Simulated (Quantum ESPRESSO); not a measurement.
# MnO (P6_3mc) in Quantum ESPRESSO: a series of runs

Runs on MnO. Level: PBE+U. Tasks: single point.

All numbers are computed with Quantum ESPRESSO 7.5; they aren't measurements. Logs are shortened: lines on timing, memory, paths and dates and some standing lists are left out, and cuts for length are marked.

## Step 1: The structure

Symmetry: P6_3mc, No. 186, hexagonal system. Conventional cell: a = 3.372 Å, b = 3.372 Å, c = 5.385 Å, α = 90.00°, β = 90.00°, γ = 120.00°. Mn (site symmetry 3m) has 4 O at 1.96 to 2.08 Å as nearest neighbours. O (site symmetry 3m) has 4 Mn at 1.96 to 2.08 Å as nearest neighbours.

Measurements of this composition are mostly on another form, of space group No. 225.

## Step 2: Single point, PBE+U, collinear spin, antiferromagnetic start

pw.in reads:

```
&CONTROL
  calculation = 'scf'
  prefix = 'pwscf'
  outdir = './tmp'
  pseudo_dir = './pseudo'
  tprnfor = .true.
  tstress = .true.
  disk_io = 'low'
/
&SYSTEM
  ibrav = 0
  celldm(1) = 8
  nat = 4
  ntyp = 3
  ecutwfc = 45
  ecutrho = 360
  nbnd = 33
  occupations = 'smearing'
  smearing = 'gaussian'
  degauss = 0.00367493
  nspin = 2
  starting_magnetization(1) = 0.3333
  starting_magnetization(2) = -0.3333
  starting_magnetization(3) = 0
/
&ELECTRONS
  conv_thr = 1.6d-07
  electron_maxstep = 100
  mixing_beta = 0.7
  mixing_ndim = 20
/
ATOMIC_SPECIES
Mn1   54.9380 mn_pbe_v1.5.uspp.F.UPF
Mn2   54.9380 mn_pbe_v1.5.uspp.F.UPF
O     15.9990 o_pbe_v1.2.uspp.F.UPF
CELL_PARAMETERS alat
  0.7964487416811   0.0000000000000   0.0000000000000
 -0.3982243696595   0.6897448434659   0.0000000000000
  0.0000000000000   0.0000000000000   1.2721397267869
ATOMIC_POSITIONS crystal
Mn1    0.3333333333    0.6666666667    0.0109600000
Mn2    0.6666666667    0.3333333333    0.5109600000
O      0.3333333333    0.6666666667    0.3754700000
O      0.6666666667    0.3333333333    0.8754700000
K_POINTS automatic
6 6 4 0 0 0
HUBBARD {ortho-atomic}
U Mn1-3d 7.0
U Mn2-3d 7.0
```

pp_density.in reads:

```
&INPUTPP
  prefix = 'pwscf'
  outdir = './tmp'
  filplot = 'density.dat'
  plot_num = 0
/
&PLOT
  nfile = 1
  filepp(1) = 'density.dat'
  iflag = 3
  output_format = 6
  fileout = 'density.cube'
/
```

pp_potential.in reads:

```
&INPUTPP
  prefix = 'pwscf'
  outdir = './tmp'
  filplot = 'potential.dat'
  plot_num = 11
/
&PLOT
  nfile = 1
  filepp(1) = 'potential.dat'
  iflag = 3
  output_format = 6
  fileout = 'potential.cube'
/
```

pp_spin.in reads:

```
&INPUTPP
  prefix = 'pwscf'
  outdir = './tmp'
  filplot = 'spin.dat'
  plot_num = 6
/
&PLOT
  nfile = 1
  filepp(1) = 'spin.dat'
  iflag = 3
  output_format = 6
  fileout = 'spin.cube'
/
```

Potentials or basis: GBRV 1.5 PBE.

Run with:

```sh
> OMP_NUM_THREADS=1 mpirun -n 2 pw.x -nk 2 -in pw.in > pw.out
> OMP_NUM_THREADS=1 mpirun -n 1 pp.x -in pp_density.in > pp_density.out
> OMP_NUM_THREADS=1 mpirun -n 1 pp.x -in pp_potential.in > pp_potential.out
> OMP_NUM_THREADS=1 mpirun -n 1 pp.x -in pp_spin.in > pp_spin.out
```

pw.out:

```text
This program is part of the open-source Quantum ESPRESSO suite
     for quantum simulation of materials; please cite
[... 6 lines left out ...]
     using ibrav=0 with symmetry is DISCOURAGED, use correct ibrav instead

     K-points division:     npool     =       2
     Subspace diagonalization in iterative solution of the eigenvalue problem:
     a serial algorithm will be used

     G-vector sticks info
     --------------------
     sticks:   dense  smooth     PW     G-vecs:    dense   smooth      PW
     Sum        1015     499    151                41275    14641    2503

     Using Slab Decomposition

     bravais-lattice index     =            0
     lattice parameter (alat)  =       8.0000  a.u.
     unit-cell volume          =     357.8088 (a.u.)^3
     number of atoms/cell      =            4
     number of atomic types    =            3
     number of electrons       =        42.00
     number of Kohn-Sham states=           33
     kinetic-energy cutoff     =      45.0000  Ry
     charge density cutoff     =     360.0000  Ry
     scf convergence threshold =      1.6E-07
     mixing beta               =       0.7000
     number of iterations used =           20  plain     mixing
     Exchange-correlation= SLA  PW   PBE  PBE
                           (   1   4   3   4   0   0   0)
     Hubbard projectors: ortho-atomic
     Hubbard parameters of DFT+U (Dudarev formulation) in eV:
     U(Mn1-3d) =  7.0000
     U(Mn2-3d) =  7.0000

     Internal variables: lda_plus_u =T, lda_plus_u_kind = 0

     Internal variables: orbital_resolved =F, hub_pot_fix =F, apply_U = F

     celldm(1)=   8.000000  celldm(2)=   0.000000  celldm(3)=   0.000000
     celldm(4)=   0.000000  celldm(5)=   0.000000  celldm(6)=   0.000000

     crystal axes: (cart. coord. in units of alat)
               a(1) = (   0.796449   0.000000   0.000000 )
               a(2) = (  -0.398224   0.689745   0.000000 )
               a(3) = (   0.000000   0.000000   1.272140 )

     reciprocal axes: (cart. coord. in units 2 pi/alat)
               b(1) = (  1.255574  0.724906 -0.000000 )
               b(2) = (  0.000000  1.449811  0.000000 )
               b(3) = (  0.000000 -0.000000  0.786077 )

     PseudoPot. # 1 for Mn read from file:
     mn_pbe_v1.5.uspp.F.UPF
     Pseudo is Ultrasoft + core correction, Zval = 15.0
     Generated by new atomic code, or converted to UPF format
     Using radial grid of  859 points,  6 beta functions with:
                l(1) =   0
                l(2) =   0
                l(3) =   1
                l(4) =   1
                l(5) =   2
                l(6) =   2
     Q(r) pseudized with  8 coefficients,  rinner =    0.950   0.950   0.950
                                                       0.950   0.950

     PseudoPot. # 2 for Mn read from file:
     mn_pbe_v1.5.uspp.F.UPF
     Pseudo is Ultrasoft + core correction, Zval = 15.0
     Generated by new atomic code, or converted to UPF format
     Using radial grid of  859 points,  6 beta functions with:
                l(1) =   0
                l(2) =   0
                l(3) =   1
                l(4) =   1
                l(5) =   2
                l(6) =   2
     Q(r) pseudized with  8 coefficients,  rinner =    0.950   0.950   0.950
                                                       0.950   0.950

     PseudoPot. # 3 for O  read from file:
     o_pbe_v1.2.uspp.F.UPF
     Pseudo is Ultrasoft + core correction, Zval =  6.0
     Generated by new atomic code, or converted to UPF format
     Using radial grid of  737 points,  5 beta functions with:
                l(1) =   0
                l(2) =   0
                l(3) =   1
                l(4) =   1
                l(5) =   2
     Q(r) pseudized with  8 coefficients,  rinner =    0.900   0.900   0.900
                                                       0.900   0.900

     atomic species   valence    mass     pseudopotential
     Mn1              15.00    54.93800     Mn( 1.00)
     Mn2              15.00    54.93800     Mn( 1.00)
[... 54 lines left out ...]
     6.0402   6.3904   6.4531   7.5876   7.9345  13.7444  14.5598  15.2782
    15.7234  15.7614  16.0441  16.4690  18.1071  18.9421  21.4219  21.7939
    22.3041

          k = 0.0000-0.7249-0.3930 (  1816 PWs)   bands (ev):

   -71.3982 -66.1674 -40.1737 -40.1568 -40.1294 -35.0648 -35.0410 -35.0262
    -8.3495  -8.1386   2.5172   3.2654   3.3409   3.7968   4.3087   4.6920
     5.9975   6.4276   6.6026   7.9112   7.9470  13.6796  14.4946  15.2356
    15.7961  16.0282  16.0730  16.7743  17.4597  18.4232  22.1475  22.2190
    22.4267
[... 83 lines left out ...]
   -71.3986 -66.1678 -40.1682 -40.1556 -40.1300 -35.0571 -35.0391 -35.0272
    -8.4437  -8.1923   2.6912   3.2023   3.2290   3.5686   4.1073   5.3475
     5.6977   6.5343   6.8046   7.9338   8.1535  13.2620  14.1348  15.2128
    15.5623  15.9873  16.2681  16.6294  18.1625  19.6861  21.0505  22.4008
    22.4594

          k =-0.2093-0.6041 0.1965 (  1827 PWs)   bands (ev):

   -71.3981 -66.1674 -40.1710 -40.1598 -40.1293 -35.0611 -35.0445 -35.0264
    -8.3595  -8.1390   2.7773   3.2101   3.4687   3.6683   4.2442   5.1785
     5.6989   6.2829   6.6168   7.5611   7.7392  13.7073  14.6684  15.1841
    15.5882  15.9926  16.2164  16.7854  18.2989  19.3469  20.2318  21.3921
    21.8102

 ------ SPIN DOWN ----------

          k = 0.0000 0.0000 0.0000 (  1797 PWs)   bands (ev):

   -71.3995 -66.1696 -40.1511 -40.1511 -40.1318 -35.0338 -35.0338 -35.0300
    -8.7750  -8.2808   2.7713   2.7713   3.0941   3.9941   3.9941   4.2875
     6.6722   6.6722   8.1707   8.8247   8.8247   9.9255  14.8372  15.4577
    15.4577  15.5994  16.3906  16.3906  17.8210  22.6764  22.6764  23.4248
    24.3799
[... 75 lines left out ...]
   -71.3980 -66.1675 -40.1734 -40.1566 -40.1291 -35.0652 -35.0412 -35.0266
    -8.3627  -8.1367   2.5925   3.2733   3.5389   3.7659   4.3117   4.7234
     6.0399   6.3896   6.4534   7.5875   7.9352  13.7443  14.5597  15.2780
    15.7234  15.7612  16.0438  16.4691  18.1070  18.9419  21.4219  21.7939
    22.3043

          k = 0.0000-0.7249-0.3930 (  1816 PWs)   bands (ev):

   -71.3979 -66.1676 -40.1735 -40.1565 -40.1292 -35.0651 -35.0412 -35.0265
    -8.3481  -8.1401   2.5175   3.2658   3.3406   3.7968   4.3089   4.6928
     5.9973   6.4267   6.6030   7.9118   7.9468  13.6795  14.4946  15.2354
    15.7959  16.0279  16.0729  16.7741  17.4600  18.4228  22.1476  22.2193
    22.4266
[... 83 lines left out ...]
   -71.3983 -66.1681 -40.1680 -40.1553 -40.1298 -35.0573 -35.0394 -35.0274
    -8.4436  -8.1907   2.6022   3.2068   3.4502   3.5342   4.1058   4.9293
     6.0676   6.5082   6.9098   7.7522   8.1856  13.1859  14.1916  15.2037
    15.5305  15.9061  16.2880  17.0579  18.2204  19.1735  21.0594  22.3800
    22.3818

          k =-0.2093-0.6041 0.1965 (  1827 PWs)   bands (ev):

   -71.3978 -66.1677 -40.1708 -40.1596 -40.1291 -35.0614 -35.0448 -35.0266
    -8.3588  -8.1393   2.7400   3.2011   3.5653   3.6948   4.2209   4.9860
     5.8191   6.3561   6.6197   7.4826   7.7528  13.8112  14.4748  15.1665
    15.5802  15.8958  16.2670  17.4321  17.9625  18.9283  20.4262  21.6156
    21.6972

     the Fermi energy is     9.3802 ev

!    total energy              =    -486.92651089 Ry
     estimated scf accuracy    <       0.00000010 Ry
     smearing contrib. (-TS)   =      -0.00000000 Ry
     internal energy E=F+TS    =    -486.92651089 Ry

     The total energy is F=E-TS. E is the sum of the following terms:
     one-electron contribution =    -274.83266391 Ry
     hartree contribution      =     155.42671615 Ry
     xc contribution           =     -68.35701788 Ry
     ewald contribution        =    -299.29927843 Ry
     Hubbard energy            =       0.13573319 Ry

     total magnetization       =    -0.00 Bohr mag/cell
     absolute magnetization    =     9.77 Bohr mag/cell

     convergence has been achieved in   8 iterations

     negative rho (up, down):  2.230E-04 2.231E-04

     Forces acting on atoms (cartesian axes, Ry/au):

     atom    1 type  1   force =     0.00000000    0.00000000   -0.03396129
     atom    2 type  2   force =     0.00000000    0.00000000   -0.03409381
     atom    3 type  3   force =     0.00000000    0.00000000    0.03402820
     atom    4 type  3   force =     0.00000000    0.00000000    0.03402689

     Total force =     0.068055     Total SCF correction =     0.000651

     Computing stress (Cartesian axis) and pressure

     negative rho (up, down):  2.230E-04 2.231E-04
          total   stress  (Ry/bohr**3)                   (kbar)     P=      129.41
   0.00068681  -0.00000000   0.00000000          101.03       -0.00        0.00
  -0.00000000   0.00068681   0.00000000           -0.00      101.03        0.00
   0.00000000   0.00000000   0.00126556            0.00        0.00      186.17

=------------------------------------------------------------------------------=
   JOB DONE.
=------------------------------------------------------------------------------=
```

Wall time 36 s (2 MPI ranks of Arm Neoverse V2, shared host); peak memory 0.4 GiB.

Results:

```
Free energy                                           : -6624.9727 eV
Pressure                                              : 12.9 GPa
Largest force                                         : 0.877 eV/Å
Band gap on the k mesh                                : 1.08 eV, indirect (least direct gap 1.10 eV)
Net moment                                            : 0.00 μB per cell
Absolute moment                                       : 9.77 μB per cell
Site moments                                          : Mn +4.00, -4.00; O -0.03, +0.03 μB
Valence electrons inside the program's atomic spheres : Mn 12.02; O 5.45
```

Forces on the atoms (eV/Å):
```
Mn   0.000  0.000 -0.873
Mn   0.000  0.000 -0.877
O    0.000  0.000  0.875
O    0.000  0.000  0.875
```

Eigenvalues of the final occupation matrices:
| site | spin | trace | eigenvalues |
| --- | --- | --- | --- |
| Mn1 1 3d | 1 | 4.95 | 0.98 0.99 0.99 1.00 1.00 |
| Mn1 1 3d | 2 | 0.23 | 0.03 0.03 0.06 0.06 0.07 |
| Mn2 2 3d | 1 | 0.23 | 0.03 0.03 0.06 0.06 0.07 |
| Mn2 2 3d | 2 | 4.95 | 0.98 0.99 0.99 1.00 1.00 |

A k mesh can miss the band edges. The state reached can hang on the start; a lower one may exist.

## Step 3: Single point, PBE+U, collinear spin, ferrimagnetic start

pw.in, as its differences from that of step 2:

```diff
@@ -7,3 +7,3 @@
   tstress = .true.
-  disk_io = 'low'
+  disk_io = 'nowf'
 /
@@ -11,3 +11,2 @@
   ibrav = 0
-  celldm(1) = 8
   nat = 4
@@ -22,3 +21,3 @@
   starting_magnetization(1) = 0.3333
-  starting_magnetization(2) = -0.3333
+  starting_magnetization(2) = -0.1667
   starting_magnetization(3) = 0
@@ -35,6 +34,6 @@
 O     15.9990 o_pbe_v1.2.uspp.F.UPF
-CELL_PARAMETERS alat
-  0.7964487416811   0.0000000000000   0.0000000000000
- -0.3982243696595   0.6897448434659   0.0000000000000
-  0.0000000000000   0.0000000000000   1.2721397267869
+CELL_PARAMETERS angstrom
+   3.3717001900    0.0000000000    0.0000000000
+  -1.6858500900    2.9199780200    0.0000000000
+   0.0000000000    0.0000000000    5.3854988200
 ATOMIC_POSITIONS crystal
```

Potentials or basis: GBRV 1.5 PBE.

Run with:

```sh
> OMP_NUM_THREADS=1 mpirun -n 2 pw.x -nk 2 -in pw.in > pw.out
```

Run time: 33 s. Hardware: 2 MPI ranks of Arm Neoverse V2, shared host; peak memory 0.4 GiB.

The run converged. Its results:

* Free energy: -6624.9727 eV
* Pressure: 13.0 GPa
* Largest force: 0.879 eV/Å
* Band gap on the k mesh: 1.08 eV, indirect (least direct gap 1.10 eV)
* Net moment: 0.00 μB per cell
* Absolute moment: 9.77 μB per cell
* Site moments: Mn +4.00, -4.00; O -0.03, +0.03 μB
* Valence electrons inside the program's atomic spheres: Mn 12.02; O 5.45

Forces in eV/Å, atoms in the order of the input:
```
Mn   0.000  0.000 -0.879
Mn   0.000  0.000 -0.872
O    0.000  0.000  0.876
O    0.000  0.000  0.875
```

Stress tensor (GPa, compression positive):
```
10.15  0.00  0.00
 0.00 10.15  0.00
 0.00  0.00 18.66
```

Levels at points of the mesh, in eV from the valence-band top:
Spin up:
| k point | band 17 | band 18 | band 19 | band 20 | band 21 | band 22 | band 23 | band 24 | band 25 | band 26 |
| --- | --- | --- | --- | --- | --- | --- | --- | --- | --- | --- |
| (0.00, 0.00, 0.00) | -2.17 | -2.17 | -0.67 | -0.02 | -0.02 | 1.08 | 5.99 | 6.61 | 6.61 | 6.75 |
| (0.00, 0.00, -0.50) | -2.11 | -2.11 | -1.06 | 0.00 | 0.00 | 3.27 | 3.61 | 6.62 | 6.62 | 7.36 |
| (0.00, -0.50, 0.00) | -2.88 | -2.49 | -2.44 | -1.66 | -0.89 | 5.11 | 5.57 | 6.32 | 6.78 | 6.89 |
| (0.00, -0.50, -0.50) | -2.85 | -2.42 | -2.24 | -0.93 | -0.90 | 4.83 | 5.65 | 6.39 | 6.95 | 7.18 |
Spin down:
```
             k point  band 19  band 20  band 21  band 22  band 23  band 24
  (0.00, 0.00, 0.00)    -0.67    -0.02    -0.02     1.08     5.99     6.61
 (0.00, 0.00, -0.50)    -1.06     0.00     0.00     3.27     3.61     6.62
 (0.00, -0.50, 0.00)    -2.44    -1.66    -0.89     5.11     5.57     6.32
(0.00, -0.50, -0.50)    -2.24    -0.93    -0.90     4.83     5.65     6.39
```

Eigenvalues of the final occupation matrices:
```tsv
site	spin	trace	eigenvalues
Mn1 1 3d	1	4.95	0.98 0.99 0.99 1.00 1.00
Mn1 1 3d	2	0.23	0.03 0.03 0.06 0.06 0.07
Mn2 2 3d	1	0.23	0.03 0.03 0.06 0.06 0.07
Mn2 2 3d	2	4.95	0.98 0.99 0.99 1.00 1.00
```

## Step 4: Single point, PBE+U, collinear spin, antiferromagnetic start

pw.in reads:

```
&CONTROL
  calculation = 'scf'
  prefix = 'pwscf'
  outdir = './tmp'
  pseudo_dir = './pseudo'
  tprnfor = .true.
  tstress = .true.
  disk_io = 'nowf'
/
&SYSTEM
  ibrav = 0
  nat = 8
  ntyp = 4
  ecutwfc = 45
  ecutrho = 360
  nbnd = 58
  occupations = 'smearing'
  smearing = 'gaussian'
  degauss = 0.00367493
  nspin = 2
  starting_magnetization(1) = 0.3333
  starting_magnetization(2) = 0
  starting_magnetization(3) = -0.3333
  starting_magnetization(4) = -0
/
&ELECTRONS
  conv_thr = 3.2d-07
  electron_maxstep = 100
  mixing_beta = 0.7
  mixing_ndim = 20
/
ATOMIC_SPECIES
Mn1   54.9380 mn_pbe_v1.5.uspp.F.UPF
O1    15.9990 o_pbe_v1.2.uspp.F.UPF
Mn2   54.9380 mn_pbe_v1.5.uspp.F.UPF
O2    15.9990 o_pbe_v1.2.uspp.F.UPF
CELL_PARAMETERS angstrom
   6.7434003800    0.0000000000    0.0000000000
  -1.6858500900    2.9199780200    0.0000000000
   0.0000000000    0.0000000000    5.3854988200
ATOMIC_POSITIONS crystal
Mn1    0.1666666666    0.6666666667    0.0109600000
Mn1    0.3333333334    0.3333333333    0.5109600000
O1     0.1666666666    0.6666666667    0.3754700000
O1     0.3333333334    0.3333333333    0.8754700000
Mn2    0.6666666666    0.6666666667    0.0109600000
Mn2    0.8333333333    0.3333333333    0.5109600000
O2     0.6666666666    0.6666666667    0.3754700000
O2     0.8333333333    0.3333333333    0.8754700000
K_POINTS automatic
6 6 4 0 0 0
HUBBARD {ortho-atomic}
U Mn1-3d 7.0
U Mn2-3d 7.0
```

Run with:

```sh
> OMP_NUM_THREADS=1 mpirun -n 2 pw.x -nk 2 -in pw.in > pw.out
```

Run time: 4.6 min. Hardware: 2 MPI ranks of Arm Neoverse V2, shared host; peak memory 0.94 GiB.

Results (log left out):

| Property | Result |
| --- | --- |
| Free energy | -13249.9359 eV |
| Pressure | 13.1 GPa |
| Largest force | 1.039 eV/Å |
| Band gap on the k mesh | 0.86 eV |
| Net moment | 0.00 μB per cell |
| Absolute moment | 19.54 μB per cell |
| Site moments | Mn +4.00, -4.00; O +0.04, -0.04 μB |
| Valence electrons inside the program's atomic spheres | Mn 12.02; O 5.45 |

Forces on the atoms (eV/Å):
```
Mn  -0.125 -0.072 -1.028
Mn   0.125  0.072 -1.028
O   -0.044 -0.025  1.028
O    0.044  0.025  1.028
Mn  -0.128 -0.074 -1.029
Mn   0.128  0.074 -1.029
O   -0.044 -0.025  1.028
O    0.044  0.025  1.028
```

Stress tensor (GPa, compression positive):
```
 8.30 -1.02  0.00
-1.02  9.48  0.00
 0.00  0.00 21.39
```

Levels at points of the mesh, in eV from the valence-band top:
Spin up:
| k point | band 40 | band 41 | band 42 | band 43 | band 44 | band 45 |
| --- | --- | --- | --- | --- | --- | --- |
| (0.00, 0.00, 0.00) | -0.82 | -0.37 | 0.00 | 0.86 | 5.04 | 5.21 |
| (0.00, 0.00, -0.50) | -0.85 | -0.65 | -0.65 | 3.18 | 3.18 | 5.08 |
| (0.00, -0.50, 0.00) | -1.72 | -1.10 | -1.10 | 4.85 | 4.85 | 5.19 |
| (0.00, -0.50, -0.50) | -1.46 | -1.05 | -1.05 | 4.77 | 4.77 | 5.22 |
| (-0.50, 0.00, 0.00) | -1.21 | -0.26 | -0.01 | 2.74 | 3.27 | 5.03 |
| (-0.50, 0.00, -0.50) | -0.98 | -0.67 | -0.67 | 4.08 | 4.08 | 4.54 |
| (-0.50, -0.50, 0.00) | -1.76 | -1.26 | -1.26 | 4.87 | 4.87 | 5.21 |
| (-0.50, -0.50, -0.50) | -1.92 | -1.01 | -1.01 | 4.97 | 4.97 | 5.31 |
Spin down:
```csv
k point,band 40,band 41,band 42,band 43,band 44,band 45
"(0.00, 0.00, 0.00)",-0.82,-0.38,0.00,0.86,5.04,5.21
"(0.00, 0.00, -0.50)",-0.85,-0.65,-0.65,3.18,3.18,5.08
"(0.00, -0.50, 0.00)",-1.72,-1.10,-1.10,4.85,4.85,5.19
"(0.00, -0.50, -0.50)",-1.46,-1.05,-1.05,4.77,4.77,5.22
"(-0.50, 0.00, 0.00)",-1.21,-0.26,-0.01,2.74,3.27,5.03
"(-0.50, 0.00, -0.50)",-0.98,-0.67,-0.67,4.08,4.08,4.54
"(-0.50, -0.50, 0.00)",-1.76,-1.27,-1.27,4.87,4.87,5.21
"(-0.50, -0.50, -0.50)",-1.92,-1.01,-1.01,4.97,4.97,5.31
```

Eigenvalues of the final occupation matrices:
```csv
site,spin,trace,eigenvalues
Mn1 1 3d,1,4.95,0.98 0.99 0.99 1.00 1.00
Mn1 1 3d,2,0.23,0.03 0.03 0.05 0.06 0.06
Mn1 2 3d,1,4.95,0.98 0.99 0.99 1.00 1.00
Mn1 2 3d,2,0.23,0.03 0.03 0.05 0.06 0.06
Mn2 5 3d,1,0.23,0.03 0.03 0.05 0.06 0.06
Mn2 5 3d,2,4.95,0.98 0.99 0.99 1.00 1.00
Mn2 6 3d,1,0.23,0.03 0.03 0.05 0.06 0.06
Mn2 6 3d,2,4.95,0.98 0.99 0.99 1.00 1.00
```

Caveat: forces of over 1 eV/Å show positions far from the minimum, so gaps and moduli don't describe the material at rest. A k mesh can miss the band edges.

## Step 5: Summary

```tsv
spin	magnetic state asked for	formal shell electrons	SCF threshold	gap on the mesh (eV)	pressure (GPa)	moment (μB)	largest force (eV/Å)
collinear, antiferromagnetic start	afm	1 d5, 2 d5	1.6e-07 Ry	1.08	12.9	0.00	0.88
collinear, ferrimagnetic start	ferri	1 d5, 2 d5	1.6e-07 Ry	1.08	13.0	0.00	0.88
collinear, antiferromagnetic start	afm_doubled	1 d5, 2 d5, 5 d5, 6 d5	3.2e-07 Ry	0.86	13.1	0.00	1.04
```

Alike in all rows: task single point; level PBE+U; potentials or basis GBRV 1.5 PBE; Mn d U = 7 eV; cell as given; k mesh 6 × 6 × 4; cutoff (eV) 612; smearing gaussian 0.05 eV.

On the cell as given the gap runs from 0.86 eV (PBE+U) to 1.08 eV (PBE+U).

Caveats: forces of over 1 eV/Å show positions far from the minimum, so gaps and moduli don't describe the material at rest (some runs).

Total energies depend on the potentials used, so only differences within one code and one set of settings carry meaning.
